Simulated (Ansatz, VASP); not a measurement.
## BN: VASP beside Ansatz

```
B N
1.0
     2.50652    0.00000    0.00000
    -1.25326    2.17071    0.00000
     0.00000    0.00000    6.61782
B N
2 2
Direct
  0.33333 0.66667 0.25000
  0.66667 0.33333 0.75000
  0.66667 0.33333 0.25000
  0.33333 0.66667 0.75000
```

Alike in both runs: functional PBE; dispersion D3(BJ); k mesh 12 × 12 × 4; no spin polarisation.

Ansatz relaxed the structure, and its values are those at the end. VASP's run is a single point on that final structure, the one shown.

```csv
,VASP,Ansatz
version,VASP 6.6.1,Ansatz 0.2.0
potentials or method,"VASP PAW PBE potentials, release 64 (B, N)","scalar-relativistic, plane waves, PAW"
plane-wave cutoff (eV),520,560
occupations,"gaussian, width 0.01 eV",fixed
valence electrons in the cell,16,16
```

|  | VASP | Ansatz | Ansatz less VASP |
| --- | --- | --- | --- |
| gap on the k mesh at the Fermi level (eV) | 4.27 | 4.27 | +0.007 |
| least direct gap on the mesh (eV) | 4.63 | 4.64 | +0.003 |
| pressure (GPa) | 0.0 | 0.0 | -0.04 |
| dispersion energy (meV/atom) | -141.4 | -141.5 | -0.02 |

A k mesh can miss the band edges. As with any semilocal functional, this PBE gap is likely too small.
